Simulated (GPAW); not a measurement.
Here is a GPAW 26.7.0 calculation.

Contents of run.py:

```python
from ase import Atoms
from ase.dft.bandgap import bandgap
from ase.io import write
from ase.units import Bohr, GPa
from gpaw import GPAW, PW
from gpaw.elf import elf_from_dft_calculation

atoms = Atoms(['Mg', 'Mg', 'O', 'O'],
              cell=[[3.3077869865, 0.0, 0.0],
                    [-1.6538934933, 2.8646275606, 0.0],
                    [0.0, 0.0, 4.98288167]],
              scaled_positions=[[0.6666666667, 0.3333333333, 0.50215974],
                                [0.3333333333, 0.6666666667, 0.00215974],
                                [0.6666666667, 0.3333333333, 0.90244026],
                                [0.3333333333, 0.6666666667, 0.40244026]],
              pbc=True)

calc = GPAW(mode=PW(800),
            xc='PBE',
            kpts={'size': (9, 9, 6), 'gamma': True},
            occupations={'name': 'fermi-dirac', 'width': 0.05},
            nbands=28,
            convergence={'density': 1e-05, 'energy': 1e-05},
            maxiter=150,
            txt='gpaw.txt')
atoms.calc = calc
energy = atoms.get_potential_energy()
forces = atoms.get_forces()
stress = atoms.get_stress()
calc.write('gs.gpw')
write('result.traj', atoms)
print(f'Energy: {energy:.6f} eV')
print('Forces (eV/A):')
print(forces.round(4))
print('Stress (GPa):', (stress / GPa).round(3))
print('Fermi level:', round(calc.get_fermi_level(), 4), 'eV')
print(f'Gap: {bandgap(calc)[0]:.4f} eV, direct: {bandgap(calc, direct=True)[0]:.4f} eV')

# fields on the real-space grid
write('density.cube', atoms, data=calc.get_pseudo_density() * Bohr**3)
write('potential.cube', atoms, data=calc.get_electrostatic_potential())
write('elf.cube', atoms, data=elf_from_dft_calculation(calc).data)
```

Potentials or basis: GPAW PAW data sets (gpaw-data 1.2.1), pw.

The run is started by

```bash
$ OMP_NUM_THREADS=1 python run.py
```

Estimate the band gap on the k mesh.

3.50 eV, direct.

What does it give for the largest force?

0.006 eV/Å.

Predict the pressure.

3.5 GPa.

Stress tensor (GPa, compression positive):
```
3.48 0.00 0.00
0.00 3.48 0.00
0.00 0.00 3.59
```

Caveat: an odd mesh through Γ misses points on the zone boundary, where band edges often lie.
